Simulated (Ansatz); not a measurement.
# SnTe (F-43m): following an unstable mode, part 3 of 3

Aim: this structure of SnTe (F-43m) is to be tested for unstable modes, and one is followed downhill.

Ansatz 0.2.0; DFT PBEsol, scalar-relativistic, plane waves, PAW; PAW set soft_1.

So far. Step 5 (Energy along the mode, all amplitudes (two of the runs …): The lowest of the steps tried is at 0.32 Å, 7.79 meV/atom below the parent; the bottom of the well need not coincide with a step. Step 7 (The new phase in its own primitive cell): The forces vanish by symmetry and the pressure is 0.005 GPa, within the tolerances set. The cell now holds 31.46 Å³/atom. The relaxed cell has a = 4.304, c = 7.842 Å (conventional setting).

## Step 8: Modes of the new phase, k-mesh 12×12×6

A relaxed structure may still be a saddle point, so its zone-centre modes are computed. No field response is asked, since the mesh shows no gap.

The input, input.yaml:

```yaml
crystal:
  lattice:
    - [4.3041086218, 0.0, 0.0]
    - [-2.1520543109, 3.7274674072, 0.0]
    - [0.0, 0.0, 7.8424907179]
  atoms:
    - { symbol: Sn, position: [0.0, 0.0, 0.5] }
    - { symbol: Sn, position: [0.0, 0.0, 0.0] }
    - { symbol: Te, position: [0.3333333333, 0.6666666667, 0.25] }
    - { symbol: Te, position: [0.6666666667, 0.3333333333, 0.75] }
kpoints:
  mp_grid: { grid: [12, 12, 6] }
hamiltonian:
  xc: pbesol
  pseudopotentials: { kind: paw, azcp: { folder: soft_1 }, xc_functional: pbe }
scf:
  occupations: { method: methfessel_paxton, width: 0.2 }
output:
  eigenvalues: true
phonons:
  method: dfpt
```

Command:

```
ansatz run input.yaml --threads 4 --pin off --max-ram 10240MiB --backend cpu --events-out ev --progress --plain --runs-dir out
```

Numbers of over 12 decimals in the logs are rounded to 6 here.

The log of the run:

```text
[...]
Crystal: 4 atoms, lattice volume = 125.820 Å³
Basis set: ecut = 420 eV, 2397 PW (Γ), exchange–correlation on 60×60×108 points (8 copies of the dense FFT grid, shifted against one another)
Bands: 36, of which v1, the nominal top of the filled ones, is band 30 counted from 1 (29 counted from 0)
Symmetry: 24 space group operations
k-points: 242 of 864 (irreducible under 2 space group operations, time reversal used)
[...]
SCF iter   1: F=—  HF=-25703.804160 eV  |F-HF|=—  |Δ(HF+E_count)|=         —  Δρ=1.07e-2  dr2=1.58e-1  ethr=3.10e-3  ⟨swp⟩=8.0  Hψ=37508  notcnv=0
[...]
SCF iter  12: F=-25703.782403 eV  HF=-25703.782403 eV  |F-HF|=1.46e-11  |Δ(HF+E_count)|=  2.18e-11  S|Δr|=    0.00e0  Δρ=2.15e-8  dr2=4.39e-13  ethr=1.00e-12  ⟨swp⟩=11.5  Hψ=47213  notcnv=0
SCF 1 converged in 12 iterations: F = -25703.782403 eV  dr2 = 4.39e-13
[...]
DFPT response loops at Γ: preconditioner auto → Kerker (q_TF=auto, 2.412 Å⁻¹) (partly filled bands, converged f_vac=0.009); β = 1.00, the filter's whole step (`scf.mixing.beta` (0.50) is not read by the response loops under this deck's `scf.mixing.preconditioner`; to damp them name `kerker` or `kerker_dos`, under which they read `scf.mixing.beta`, and type it under 1.00, their step now; both keys bind the ground state too); Broyden in place of MSR1
SCF converged after 12 iterations
[...]
Free energy (F): -25703.782403 eV
[...]
Internal energy: -25703.781254 eV  (E = F + TS)
E sigma→0 (E₀):  -25703.782116 eV
Entropy (-TS):   -0.001150 eV (-0.287 meV/atom)
Fermi energy:    9.458096 eV
[...]
--- Band table (eV; the first three rows and the last of 242) ---
  k-point 0: bands = [... 26 lower, 7.6355, 8.0930, 8.0930, 9.5939, 10.5175, 11.2287, 11.2287, 11.6802, ... 2 higher]
  k-point 1: bands = [... 26 lower, 7.6654, 8.0625, 8.0625, 9.3278, 10.7833, 11.2267, 11.2267, 11.6161, ... 2 higher]
  k-point 2: bands = [... 26 lower, 7.7481, 7.9783, 7.9783, 8.8311, 11.2478, 11.2478, 11.2762, 11.4709, ... 2 higher]
  k-point 241: bands = [... 26 lower, 6.2922, 6.2922, 7.9481, 7.9481, 9.6856, 9.6856, 12.4104, 12.4104, ... 2 higher]
--- Phonons (Γ-DFPT): 4 representative perturbations + reference, on 242 of 864 k-points (Σ response iterations 12) ---
  k mesh reduced under 2 symmetry operations, with k and −k counted as one. Each operation leaves every solved perturbation unchanged. A smaller set is not used because it would not reduce the number of displacements times k-points to solve
  ASR residual: 1.892e-4 → 0.000e0 eV/Å²; symmetrization residual: 6.315e-5 eV/Å²
  ASR residual per site (eV/Å²): 1.58e-4 1.58e-4 1.89e-4 1.89e-4
  Γ frequencies (cm⁻¹): 0.00 0.00 0.00 13.07 58.82 58.82 82.30 82.30 87.60 87.60 104.16 135.57
  non-analytic LO–TO correction: not included (Born effective charges unavailable; polar crystals: no LO–TO splitting at Γ)
```

The job ended after 72 s (4 threads of Intel Xeon 6975P-C (Granite Rapids), shared host; peak memory 3.2 GiB; 4.5 min of CPU time).

Numbers from this step:

```
sum-rule residual before enforcement                    : 1.89e-4 eV/Å²
point group                                             : 6/mmm
highest optical mode at the zone centre (no LO-TO term) : 135.6 cm⁻¹
lowest optical zone-centre mode                         : 13.07 cm⁻¹
```

Patterns of degenerate modes are one choice out of their space. The modes at Γ (shares of kinetic energy by element, %):

```
mode  frequency (cm⁻¹)  symmetry  Sn %  Te %
   1               0.0  acoustic    48    52
   2               0.0  acoustic    48    52
   3               0.0  acoustic    48    52
   4              13.1       A2u    52    48
   5              58.8       E2u   100     0
   6              58.8       E2u   100     0
   7              82.3       E1u    52    48
   8              82.3       E1u    52    48
   9              87.6       E2g     0   100
  10              87.6       E2g     0   100
  11             104.2       B1g     0   100
  12             135.6       B2u   100     0
```

Displacements in mode 4 (13.1 cm⁻¹), the largest set to 1:
```
Sn1  0.00  0.00  1.00
Sn2  0.00  0.00  1.00
Te3  0.00  0.00 -0.93
Te4  0.00  0.00 -0.93
```

Displacements in mode 7 (82.3 cm⁻¹), the largest set to 1:
```
Sn1  0.00  1.00  0.00
Sn2  0.00  1.00  0.00
Te3  0.00 -0.93  0.00
Te4  0.00 -0.93  0.00
```

Before it was imposed, the acoustic sum rule was missed by 1.9e-4 eV/Å². Small misses are needed for a sound result but don't prove that mesh and cutoff are converged. The lowest optical mode is real, 13.1 cm⁻¹.

## Step 9: What came out

| Item | Value |
| --- | --- |
| unstable mode of the parent | q = (0, -0.5, -0.5), 36i cm⁻¹ |
| depth at the lowest point sampled | 7.79 meV/atom |
| largest atomic shift at that point | 0.32 Å |
| space group reached (within 0.01 Å) | P6_3/mmc |
| energy gained over the parent (first relaxation, on the mesh of the frozen mode) | 299 meV/atom |
| volume per atom, phase reached | 31.5 Å³ |
| lowest optical zone-centre mode, phase reached | 13.1 cm⁻¹ |
| highest optical mode at the zone centre (no LO-TO term), phase reached | 136 cm⁻¹ |

Along this mode the structure falls into P6_3/mmc, 299 meV/atom below the parent. At the parent's cell the well is 7.794 meV/atom deep on the steps tried, with its lowest point at a shift of 0.32 Å. Relaxing atoms and cell changes the gain by +290.89 meV/atom against the lowest step (energies at zero smearing). Most of the total comes from this relaxation. The new phase has no imaginary mode at the zone centre of its cell; other wavevectors were not checked. Of the 4 patterns followed to their end from this parent, this one reaches the lowest energy. Each path keeps the symmetry of its pattern, so a lower phase may lie along a pattern not tried. With no gap, or one that is small against the smearing, the frequencies hang on the k mesh and the smearing, most of all near Kohn anomalies. A semilocal functional can close a gap that the real compound would have, so the metallic treatment may be an artefact of the level. An optical mode within 15 cm⁻¹ of zero is at the mercy of small errors in the force constants, and even its sign is uncertain. Spin-orbit coupling is left out, which can matter for the heavy elements here. The PAW files were made for PBE and serve the other functionals too. A phonon run warned that its eigensolver left some bands unconverged in a pass.

[Logs are printed without paths, hosts, clocks, repeated set-up lines and the standing remarks that a program may print on its own settings, such as how far it seeks lower states.]

[Hosts, paths, dates, database ids (printed as entryN), source tags and the programs' standing remarks are cut or masked in the printed files.]
